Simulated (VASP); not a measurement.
# VH2 (Fm-3m) in VASP: notebook

The runs below take VH2 through single point, with PBEsol.

Everything below comes from runs of VASP 6.6.1. Logs are shortened: lines on timing, memory, paths and dates and some standing lists are left out, and cuts for length are marked.

### 1 The structure

It takes space group Fm-3m (No. 225, cubic). Conventional cell: a = 4.271 Å, b = 4.271 Å, c = 4.271 Å, α = 90.00°, β = 90.00°, γ = 90.00°. Around V (site symmetry m-3m) lie 8 H at 1.85 Å. Around H (site symmetry -43m) lie 4 V at 1.85 Å.

### 2 Single point, PBEsol, collinear spin, ferromagnetic start

Contents of INCAR:

```
PREC     = Accurate       # precision mode
ENCUT    = 250            # plane-wave cutoff, eV
EDIFF    = 1E-6           # SCF threshold, eV
ISMEAR   = 0              # smearing method
SIGMA    = 0.05           # smearing width, eV
LREAL    = F              # projectors in reciprocal space
LASPH    = T              # aspherical terms in the spheres
NELM     = 100            # most SCF steps
ALGO     = Normal         # electronic algorithm
ISIF     = 2              # what is computed and relaxed
LWAVE    = F              # write WAVECAR
LCHARG   = F              # write CHGCAR
ISPIN    = 2              # spin polarisation
MAGMOM   = 2 0 0          # initial moments
LORBIT   = 11             # projections on sites
LMAXMIX  = 4              # l up to which the mixer works
GGA      = PS             # functional
NBANDS   = 18             # bands
ADDGRID  = F
```

Contents of KPOINTS:

```
Automatic mesh
0
Gamma
  5 5 5
```

Contents of POSCAR:

```
VH2
1.0
    0.0000000000      2.1355000000      2.1355000000
    2.1355000000      0.0000000000      2.1355000000
    2.1355000000      2.1355000000      0.0000000000
V H
1 2
Direct
    0.0000000000      0.0000000000      0.0000000000
    0.7500000000      0.7500000000      0.7500000000
    0.2500000000      0.2500000000      0.2500000000
```

Potentials or basis: VASP PAW PBE potentials, release 64 (V_sv, H).

Started as:

```console
> cat potpaw_PBE.64/V_sv/POTCAR potpaw_PBE.64/H/POTCAR > POTCAR
> mpirun -np 1 vasp_std > vasp.out
```

OUTCAR:

```text
PREC = Accurate
   ENCUT = 250
   EDIFF = 1E-6
   ISMEAR = 0
   LREAL = F
   LASPH = T
   NELM = 100
   ISIF = 2
   ISPIN = 2
   LORBIT = 11
   GGA = PS

 Found     10 irreducible k-points:

 Following reciprocal coordinates:
            Coordinates               Weight
  0.000000  0.000000  0.000000      1.000000
  0.200000  0.000000  0.000000      8.000000
  0.400000  0.000000  0.000000      8.000000
  0.200000  0.200000  0.000000      6.000000
  0.400000  0.200000  0.000000     24.000000
 -0.400000  0.200000  0.000000     24.000000
   k-points           NKPTS =     10   k-points in BZ     NKDIM =     10   number of bands    NBANDS=     18
   number of dos      NEDOS =    301   number of ions     NIONS =      3
   total plane-waves  NPLWV =   4096
   dimension x,y,z NGX =    16 NGY =   16 NGZ =   16
   dimension x,y,z NGXF=    32 NGYF=   32 NGZF=   32
   ions per type =               1   2
   NGX,Y,Z   is equivalent  to a cutoff of   8.81,  8.81,  8.81 a.u.
   NGXF,Y,Z  is equivalent  to a cutoff of  17.62, 17.62, 17.62 a.u.
 SYSTEM =  unknown system
   PREC   = accura    normal or accurate (medium, high low for compatibility)
   ISTART =      0    job   : 0-new  1-cont  2-samecut
   ICHARG =      2    charge: 1-file 2-atom 10-const
   ISPIN  =      2    spin polarized calculation?
   LNONCOLLINEAR =      F non collinear calculations
   LSORBIT =      F    spin-orbit coupling
   LASPH  =      T    aspherical Exc in radial PAW
   ENCUT  =  250.0 eV  18.37 Ry    4.29 a.u.   3.89  3.89  3.89*2*pi/ulx,y,z
   NELM   =    100;   NELMIN=  2; NELMDL= -5     # of ELM steps
   EDIFF  = 0.1E-05   stopping-criterion for ELM
   LREAL  =      F    real-space projection
   EDIFFG = 0.1E-04   stopping-criterion for IOM
   NSW    =      0    number of steps for IOM
   IBRION =     -1    ionic relax: 0-MD 1-quasi-New 2-CG
   NFREE  =      0    steps in history (QN), initial steepest desc. (CG)
   ISIF   =      2    stress and relaxation
   ISYM   =      2    0-nonsym 1-usesym 2-fastsym
   POTIM  = 0.5000    time-step for ionic-motion
   TEBEG  =    0.0;   TEEND  =   0.0 temperature during run
   PSTRESS=    0.0 pullay stress
   NELECT =      15.0000    total number of electrons
   NUPDOWN=      -1.0000    fix difference up-down
   EMIN   =  10.00;   EMAX   =-10.00  energy-range for DOS
   EFERMI =   0.00;   METHOD = LEGACY
   ISMEAR =     0;   SIGMA  =   0.05  broadening in eV -4-tet -1-fermi 0-gaus
   EFERMI_NEDOS =   21; number of points for ismear=-14 and -15
   IALGO  =     38    algorithm
   IMIX   =      4    mixing-type and parameters
     AMIX     =   0.40;   BMIX     =  1.00
     AMIX_MAG =   1.60;   BMIX_MAG =  1.00
  volume/ion in A,a.u.               =       6.49        43.81
  Fermi-wavevector in a.u.,A,eV,Ry     =   1.500591  2.835706 30.637237  2.251773
  Thomas-Fermi vector in A             =   2.612072
   LORBIT       =     11    0 simple, 1 ext, 2 COOP (PROOUT), +10 PAW based schemes
   GGA     = PS    functional components
   LHFCALC =     F    Hartree Fock is set to
   AEXX    =    0.0000 exact exchange contribution
   IVDW    =     0    specifies the selected vdW correction
   LEPSILON=     F    determine dielectric tensor
   LRPA    =     F    only Hartree local field effects (RPA)
 spin polarized calculation
 Gauss-broadening in eV      SIGMA  =   0.05
  energy-cutoff  :      250.00
  volume of cell :       19.48
 maximum number of plane-waves:       183
   NGX =  7   NGY =  7   NGZ =  7

 number of electron      14.9999959 magnetization       0.6159920

 Free energy of the ion-electron system (eV)
  ---------------------------------------------------
  ext. energy  EPLUGINS =         0.00000000
  ---------------------------------------------------
  free energy    TOTEN  =       -16.93627985 eV

  energy without entropy =      -16.93563448  energy(sigma->0) =      -16.93595716

 E-fermi :   7.9415     XC(G=0): -12.2786

 val. band max:        7.8374035028   @ k =   0.2000   0.2000   0.0000
 cond. band min:       8.0031101199   @ k =  -0.4000   0.2000   0.0000
 fundamental gap:      0.1657066171
 Fermi energy:         7.9414776573

 spin component 1

 k-point     1 :       0.0000    0.0000    0.0000
  band No.  band energies     occupation
      1     -56.6380      1.00000
      2     -30.4346      1.00000
      3     -30.4346      1.00000
      4     -30.4345      1.00000
      5      -3.3922      1.00000
      6       6.7982      1.00000
      7       6.7982      1.00000
      8       6.7983      1.00000
      9       8.3977      0.00000
     10       8.3977      0.00000
     11       9.2646      0.00000
     12      23.7791      0.00000
     13      24.8827      0.00000
     14      24.8827      0.00000
     15      24.8828      0.00000
     16      27.1387      0.00000
     17      27.1387      0.00000
     18      27.1387      0.00000

 k-point     2 :       0.2000    0.0000    0.0000
  band No.  band energies     occupation
      1     -56.6202      1.00000
      2     -30.5371      1.00000
      3     -30.4462      1.00000
      4     -30.4462      1.00000
      5      -2.4030      1.00000
      6       4.4775      1.00000
      7       7.0649      1.00000
      8       7.0649      1.00000
      9       8.3306      0.00000
     10       8.3306      0.00000
     11      11.9440      0.00000
     12      18.9556      0.00000
     13      22.7364      0.00000
     14      24.2099      0.00000
     15      24.2099      0.00000
     16      27.1139      0.00000
     17      27.1140      0.00000
     18      31.4449      0.00000

 k-point     3 :       0.4000    0.0000    0.0000
  band No.  band energies     occupation
      1     -56.5926      1.00000
      2     -30.7192      1.00000
      3     -30.4650      1.00000
      4     -30.4650      1.00000
      5      -0.3100      1.00000
      6       2.6589      1.00000
      7       6.9588      1.00000
      8       6.9588      1.00000
      9       8.9788      0.00000
     10       8.9788      0.00000
     11      12.2874      0.00000
     12      15.8843      0.00000
     13      21.7891      0.00000
     14      22.5348      0.00000
     15      22.5348      0.00000
     16      25.8546      0.00000
     17      25.8546      0.00000
     18      35.1892      0.00000

 k-point     4 :       0.2000    0.2000    0.0000
  band No.  band energies     occupation
      1     -56.6137      1.00000
      2     -30.5248      1.00000
      3     -30.4687      1.00000
      4     -30.4686      1.00000
      5      -2.0491      1.00000
      6       3.9621      1.00000
      7       7.4039      1.00000
      8       7.4039      1.00000
      9       7.4807      1.00000
     10       8.6711      0.00000
     11      12.6392      0.00000
     12      19.3382      0.00000
     13      20.8501      0.00000
     14      20.8501      0.00000
     15      25.3914      0.00000
     16      29.0594      0.00000
     17      29.6925      0.00000
     18      29.6925      0.00000

 k-point     5 :       0.4000    0.2000    0.0000
  band No.  band energies     occupation
      1     -56.5907      1.00000
      2     -30.6687      1.00000
      3     -30.5076      1.00000
      4     -30.4925      1.00000
      5      -0.1745      1.00000
      6       2.5627      1.00000
      7       6.3547      1.00000
      8       7.6359      1.00000
      9       8.6505      0.00000
     10       9.1159      0.00000
     11      13.1799      0.00000
     12      16.9102      0.00000
     13      18.0349      0.00000
     14      19.2033      0.00000
     15      25.8386      0.00000
     16      28.2314      0.00000
     17      29.5090      0.00000
     18      30.4806      0.00000

 k-point     6 :      -0.4000    0.2000    0.0000
  band No.  band energies     occupation
      1     -56.5820      1.00000
      2     -30.7091      1.00000
      3     -30.5507      1.00000
      4     -30.4859      1.00000
      5       0.7888      1.00000
      6       2.2380      1.00000
      7       6.0652      1.00000
      8       7.4907      1.00000
      9       8.8869      0.00000
     10       9.8863      0.00000
     11      11.6819      0.00000
     12      15.8078      0.00000
     13      17.7796      0.00000
     14      20.3255      0.00000
     15      24.2146      0.00000
     16      28.1372      0.00000
     17      30.9490      0.00000
     18      33.0430      0.00000

 [... further k-points ...]

 spin component 2

 k-point     1 :       0.0000    0.0000    0.0000
  band No.  band energies     occupation
      1     -56.0754      1.00000
      2     -29.8750      1.00000
      3     -29.8750      1.00000
      4     -29.8750      1.00000
      5      -3.2647      1.00000
      6       7.2257      1.00000
      7       7.2257      1.00000
      8       7.2257      1.00000
      9       9.0058      0.00000
     10       9.0058      0.00000
     11       9.2424      0.00000
     12      23.7636      0.00000
     13      25.0968      0.00000
     14      25.0968      0.00000
     15      25.0968      0.00000
     16      27.3831      0.00000
     17      27.3831      0.00000
     18      27.3831      0.00000

 k-point     2 :       0.2000    0.0000    0.0000
  band No.  band energies     occupation
      1     -56.0575      1.00000
      2     -29.9803      1.00000
      3     -29.8869      1.00000
      4     -29.8869      1.00000
      5      -2.2766      1.00000
      6       4.7089      1.00000
      7       7.5072      1.00000
      8       7.5072      1.00000
      9       8.9189      0.00000
     10       8.9189      0.00000
     11      12.1454      0.00000
     12      19.0938      0.00000
     13      22.9019      0.00000
     14      24.4749      0.00000
     15      24.4749      0.00000
     16      27.3122      0.00000
     17      27.3122      0.00000
     18      31.7512      0.00000

 k-point     3 :       0.4000    0.0000    0.0000
  band No.  band energies     occupation
      1     -56.0295      1.00000
      2     -30.1667      1.00000
      3     -29.9062      1.00000
      4     -29.9062      1.00000
      5      -0.1685      1.00000
      6       2.7935      1.00000
      7       7.4434      1.00000
      8       7.4434      1.00000
      9       9.5318      0.00000
     10       9.5318      0.00000
     11      12.6934      0.00000
     12      15.9566      0.00000
     13      21.9465      0.00000
     14      22.7784      0.00000
     15      22.7784      0.00000
     16      26.1070      0.00000
     17      26.1070      0.00000
     18      35.3424      0.00000

 k-point     4 :       0.2000    0.2000    0.0000
  band No.  band energies     occupation
      1     -56.0510      1.00000
      2     -29.9681      1.00000
      3     -29.9098      1.00000
      4     -29.9098      1.00000
      5      -1.9238      1.00000
      6       4.1947      1.00000
      7       7.8374      0.99838
      8       7.8374      0.99838
      9       8.0277      0.00736
     10       9.2868      0.00000
     11      12.8466      0.00000
     12      19.4678      0.00000
     13      21.1192      0.00000
     14      21.1193      0.00000
     15      25.7060      0.00000
     16      29.2687      0.00000
     17      29.8491      0.00000
     18      29.8491      0.00000

 k-point     5 :       0.4000    0.2000    0.0000
  band No.  band energies     occupation
      1     -56.0275      1.00000
      2     -30.1150      1.00000
      3     -29.9498      1.00000
      4     -29.9341      1.00000
      5      -0.0481      1.00000
      6       2.7485      1.00000
      7       6.8131      1.00000
      8       8.1174      0.00000
      9       9.1248      0.00000
     10       9.6939      0.00000
     11      13.5253      0.00000
     12      17.1153      0.00000
     13      18.2754      0.00000
     14      19.4649      0.00000
     15      26.0473      0.00000
     16      28.4563      0.00000
     17      29.7097      0.00000
     18      30.6887      0.00000

 k-point     6 :      -0.4000    0.2000    0.0000
  band No.  band energies     occupation
      1     -56.0187      1.00000
      2     -30.1561      1.00000
      3     -29.9939      1.00000
      4     -29.9274      1.00000
      5       0.9428      1.00000
      6       2.3663      1.00000
      7       6.4966      1.00000
      8       8.0031      0.04065
      9       9.4142      0.00000
     10      10.3798      0.00000
     11      12.1086      0.00000
     12      16.0766      0.00000
     13      17.9516      0.00000
     14      20.5937      0.00000
     15      24.3922      0.00000
     16      28.3607      0.00000
     17      31.1497      0.00000
     18      33.2193      0.00000

 [... further k-points ...]

------------------------ aborting loop because EDIFF is reached ----------------------------------------

  FORCE on cell =-STRESS in cart. coord.  units (eV):
  Direction    XX          YY          ZZ          XY          YZ          ZX
  --------------------------------------------------------------------------------------
  -------------------------------------------------------------------------------------
  Total       -3.5189576     -3.5189576     -3.5189576     -0.0000000     -0.0000000     -0.0000000
  in kB     -289.4648853   -289.4648853   -289.4648853     -0.0000000     -0.0000000     -0.0000000
  external PRESSURE =    -289.4648853 kB  Pullay stress =       0.0000000 kB

 VOLUME and BASIS-vectors are now :
 -----------------------------------------------------------------------------
  energy-cutoff  :      250.00
  volume of cell :       19.48
      direct lattice vectors                 reciprocal lattice vectors
     0.000000000  2.135500000  2.135500000    -0.234137204  0.234137204  0.234137204
     2.135500000  0.000000000  2.135500000     0.234137204 -0.234137204  0.234137204
     2.135500000  2.135500000  0.000000000     0.234137204  0.234137204 -0.234137204

 POSITION                                       TOTAL-FORCE (eV/Angst)
 -----------------------------------------------------------------------------------
      0.00000      0.00000      0.00000        -0.000000     -0.000000     -0.000000
      3.20325      3.20325      3.20325        -0.000000     -0.000000      0.000000
      1.06775      1.06775      1.06775         0.000000      0.000000      0.000000
 -----------------------------------------------------------------------------------
    total drift:                                0.000000     -0.000000     -0.000000

  FREE ENERGIE OF THE ION-ELECTRON SYSTEM (eV)
  ---------------------------------------------------
  free  energy   TOTEN  =       -16.9362798485 eV

  energy  without entropy=      -16.9356344809  energy(sigma->0) =      -16.93595716

 total charge

# of ion       s       p       d       tot
------------------------------------------
    1        2.211   6.242   3.178  11.631
    2        0.565   0.024   0.000   0.588
    3        0.565   0.024   0.000   0.588
--------------------------------------------------
tot          3.340   6.289   3.178  12.808

 magnetization (x)

# of ion       s       p       d       tot
------------------------------------------
    1        0.002   0.003   0.572   0.578
    2       -0.008   0.002   0.000  -0.005
    3       -0.008   0.002   0.000  -0.005
--------------------------------------------------
tot         -0.014   0.008   0.572   0.567
```

Wall time 2.5 s (1 thread of AMD EPYC 9R45 (Zen 5), shared host); peak memory 0.08 GiB.

The run converged, but a check on its numbers failed (symmetry, net force, bounds or a known fault of this set-up), so they aren't taken as properties of the crystal.

Caveat: the k mesh is coarse (spacing up to 0.51 Å⁻¹), so the values aren't converged; the cutoff lies under the usual one of these potentials, so the numbers hold a large basis-set error; a pressure of tens of GPa on the cell as given is suspect, and the run, the potentials or the cell itself is likely at fault; the PAW data sets were made with another functional, which shifts forces and pressure a little.

### 3 Single point, PBEsol, collinear spin, ferromagnetic start

INCAR is that of step 2.

KPOINTS is that of step 2.

Contents of POSCAR:

```
VH2
1.0
    0.0000000000      2.1355000000      2.1355000000
    2.1355000000      0.0000000000      2.1355000000
    2.1355000000      2.1355000000      0.0000000000
V H
1 2
Direct
    0.0461010000     -0.0262600000     -0.0131470000
    0.7548850000      0.7642400000      0.7593950000
    0.2340980000      0.2684520000      0.2434820000
```

Potentials or basis: VASP PAW PBE potentials, release 64 (V_sv, H).

Started as:

```console
> cat potpaw_PBE.64/V_sv/POTCAR potpaw_PBE.64/H/POTCAR > POTCAR
> mpirun -np 1 vasp_std > vasp.out
```

It took 7.4 s on 1 thread of AMD EPYC 9R45 (Zen 5), shared host; peak memory 0.09 GiB.

The run converged, but a check on its numbers failed (symmetry, net force, bounds or a known fault of this set-up), so they aren't taken as properties of the crystal.

Caveat: the k mesh is coarse (spacing up to 0.51 Å⁻¹), so the values aren't converged; the cutoff lies under the usual one of these potentials, so the numbers hold a large basis-set error; the PAW data sets were made with another functional, which shifts forces and pressure a little.

### 4 Single point, PBEsol, collinear spin, ferromagnetic start

INCAR, as its differences from that of step 3:

```diff
@@ -1,3 +1,3 @@
 PREC     = Accurate       # precision mode
-ENCUT    = 250            # plane-wave cutoff, eV
+ENCUT    = 400            # plane-wave cutoff, eV
 EDIFF    = 1E-6           # SCF threshold, eV
```

Contents of KPOINTS:

```
Automatic mesh
0
Gamma
  4 4 4
```

Contents of POSCAR:

```
VH2
1.0
    0.0000000000      2.1355000000      2.1355000000
    2.1355000000      0.0000000000      2.1355000000
    2.1355000000      2.1355000000      0.0000000000
V H
1 2
Direct
    0.0000000000      0.0000000000      0.0000000000
    0.7500000000      0.7500000000      0.7500000000
    0.2500000000      0.2500000000      0.2500000000
```

Started as:

```console
> cat potpaw_PBE.64/V_sv/POTCAR potpaw_PBE.64/H/POTCAR > POTCAR
> mpirun -np 1 vasp_std > vasp.out
```

Wall time 3.2 s (1 thread of AMD EPYC 9R45 (Zen 5), shared host); peak memory 0.1 GiB.

The run converged, but some of its settings lie outside the range that counts as converged, so its numbers aren't taken as properties of the crystal.

What came out:

| Item | Value |
| --- | --- |
| Free energy | -16.9211 eV |
| Pressure | -12.3 GPa |
| Band gap on the k mesh | none (metal or under the smearing width) |
| Net moment | 0.59 μB per cell |
| Site moments | V +0.56; H -0.01 μB |
| Valence electrons inside the program's atomic spheres | V 11.59; H 0.59 |

Caveat: the k mesh is coarse (spacing up to 0.64 Å⁻¹), so the values aren't converged; the PAW data sets were made with another functional, which shifts forces and pressure a little.

(Continued in part 2 of 2.)
